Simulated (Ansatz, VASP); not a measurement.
## One calculation of Cs, two programs

INCAR

```
PREC = Accurate
ENCUT = 520
EDIFF = 1E-7
ISMEAR = 0
SIGMA = 0.1
LREAL = False
LASPH = True
NELM = 100
ALGO = Normal
ISIF = 2
LWAVE = False
LCHARG = False
GGA = PE
NBANDS = 10
```

KPOINTS

```
regular mesh
0
Gamma
  7 7 7
```

The input POSCAR:

```
Cs
1.0
   -3.0771709509      3.0771709509      3.0771709509
    3.0771709509     -3.0771709509      3.0771709509
    3.0771709509      3.0771709509     -3.0771709509
Cs
1
Direct
    0.0000000000      0.0000000000      0.0000000000
```

Input for Ansatz:

```yaml
crystal:
  lattice:
    - [-3.0771709509, 3.0771709509, 3.0771709509]
    - [3.0771709509, -3.0771709509, 3.0771709509]
    - [3.0771709509, 3.0771709509, -3.0771709509]
  atoms:
    - { symbol: Cs, position: [0.0, 0.0, 0.0] }
hamiltonian:
  xc: pbe
  pseudopotentials:
    kind: paw
    azcp:
      Cs: "pseudopotentials/Cs.paw.azcp"
basis:
  ecutwfc: 420
  fft_grid_basis: typed
kpoints:
  mp_grid: { grid: [7, 7, 7], shift: [0, 0, 0] }
magnetization:
  spin_polarized: false
scf:
  occupations: { method: gaussian, width: 0.1 }
  lower_state_search: "off"
output:
  stress: true
```

Alike in both runs: task single point; functional PBE; k mesh 7 × 7 × 7; occupations gaussian, width 0.1 eV; no spin polarisation.

|  | VASP | Ansatz |
| --- | --- | --- |
| version | VASP 6.6.1 | Ansatz 0.2.0 |
| potentials or method | VASP PAW PBE potentials, release 64 (Cs_sv) | plane waves (420 eV) with PAW, scalar-relativistic |
| plane-wave cutoff (eV) | 520 | 420 |
| valence electrons in the cell | 9 | 9 |

```csv
,VASP,Ansatz,Ansatz less VASP
pressure (GPa),0.0,0.0,+0.01
```

The functional is the same, so the differences come from potentials, cutoffs and numerics.

Spin-orbit coupling is left out, which matters for the levels of Cs.
